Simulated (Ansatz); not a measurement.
LaAlO₃ (R-3c-perovskite type, space group R-3c)

Space group R-3c, hexagonal axes (No. 167); a = 5.4124 Å, b = 5.4124 Å, c = 13.1925 Å, α = 90.00°, β = 90.00°, γ = 120.00°

| atom | site | symmetry | x | y | z |
|---|---|---|---|---|---|
| La | 6a | 32 | 0.0000 | 0.0000 | 0.2500 |
| Al | 6b | -3. | 0.0000 | 0.0000 | 0.0000 |
| O | 18e | .2 | 0.4613 | 0.4613 | 0.2500 |
(The calculation used a cell of 10 atoms; values per cell refer to that cell.)

E(V) scan at fixed shape, V₀ the volume above. The atoms relax within the cell's symmetry.

These are PBE (plane waves to 420 eV, PAW, scalar-relativistic; Ansatz, a first-principles code) values and carry that method's errors. k mesh 8×8×8 (Γ-centred), Fermi-Dirac smearing 0.05 eV. The energy includes the smearing's −TS. Stress and pressure are positive under compression. LaAlO3 is run without spin polarisation. LaAlO3 was relaxed with its symmetry unable to fall. The PAW data are Ansatz's earlier set. The zero of ΔE is the relaxed starting cell.

```json
[
 {"V (Å³/atom)": "9.371", "P (GPa)": "[?]", "ΔE (meV/atom)": "[?]"},
 {"V (Å³/atom)": "9.818", "P (GPa)": "30.3", "ΔE (meV/atom)": "113.0"},
 {"V (Å³/atom)": "10.264", "P (GPa)": "18.0", "ΔE (meV/atom)": "46.4"},
 {"V (Å³/atom)": "10.710", "P (GPa)": "[?]", "ΔE (meV/atom)": "10.8"},
 {"V (Å³/atom)": "11.156", "P (GPa)": "0.0", "ΔE (meV/atom)": "0.0"},
 {"V (Å³/atom)": "11.603", "P (GPa)": "-6.5", "ΔE (meV/atom)": "9.3"},
 {"V (Å³/atom)": "12.049", "P (GPa)": "-11.7", "ΔE (meV/atom)": "34.9"},
 {"V (Å³/atom)": "12.495", "P (GPa)": "-15.9", "ΔE (meV/atom)": "73.6"},
 {"V (Å³/atom)": "12.941", "P (GPa)": "-19.3", "ΔE (meV/atom)": "122.8"}
]
```

**Question.** Fill in the missing entries.

**Answer.** 
- 9.371, P (GPa): 45.8
- 9.371, ΔE (meV/atom): 218.0
- 10.710, P (GPa): 8.1

(Under strain, the slope of the energy per volume gives the stress and its curvature an elastic modulus.)
